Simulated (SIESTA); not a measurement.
## Bi2Se3 (Paraguanajuatite) under changes of volume

One of the cells (28.378 Å³/atom); the others are scaled copies at fixed shape and fractional positions:

```
Bi Se
1.0
     2.07150    1.19598    9.54533
    -2.07150    1.19598    9.54533
     0.00000   -2.39196    9.54533
Bi Se
2 3
Direct
  0.59920 0.59920 0.59920
  0.40080 0.40080 0.40080
  0.78830 0.78830 0.78830
  0.21170 0.21170 0.21170
  0.00000 0.00000 0.00000
```

* Program: SIESTA 5.4.2
* Functional: PBEsol
* Potentials or basis: PseudoDojo 0.4 standard (PBEsol files)
* Basis: DZP (energy shift 0.003 Ry; two zetas on semicore shells)
* Grid cutoff: 500 Ry
* Energy shift: 0.003 Ry
* k mesh: 6 × 6 × 6
* Occupations: fermi-dirac, width 0.05 eV
* Spin: no spin polarisation

```tsv
volume (Å³/atom)	energy over the lowest point (meV/atom)	pressure (GPa)	gap on the mesh (eV)	largest force (eV/Å)
26.675	39.98	6.1	0.12	0.969
27.243	21.54	4.4	0.14	0.767
27.810	8.89	2.8	0.16	0.577
28.378	2.69	1.4	0.17	0.453
28.946	0.00	0.1	0.18	0.392
29.513	1.53	-1.0	0.20	0.336
30.081	?	?	?	?
```

What does the run at 30.081 Å³/atom give?

Energy over the lowest point 6.85 meV/atom; pressure -2.0 GPa; gap on the mesh 0.21 eV; largest force 0.279 eV/Å.

Worked out: A Birch-Murnaghan fit of order 3 (a polynomial in V^(-2/3)) to the other rows has its minimum at 29.00 Å³/atom with B0 = V·E''(V) = 52 GPa (rough, since the energies scatter) at fixed shape and positions, which overstates the stiffness. It gives 5.93 meV/atom at 30.081 Å³/atom, against the run's 6.85, and -dE/dV = -1.6 GPa, against -2.0. A straight line through the other rows of the gap, of slope 0.75 eV per unit of ln V (its deformation potential), extrapolates to 0.21 eV, against the run's 0.21.

Energies are extrapolated to zero smearing.

Caveats: spin-orbit coupling is left out, which as a rule narrows the gap of such compounds by several tenths of an eV; the basis of atomic orbitals isn't converged, which shifts pressures, moduli and gaps.

A mesh can miss the band edges.
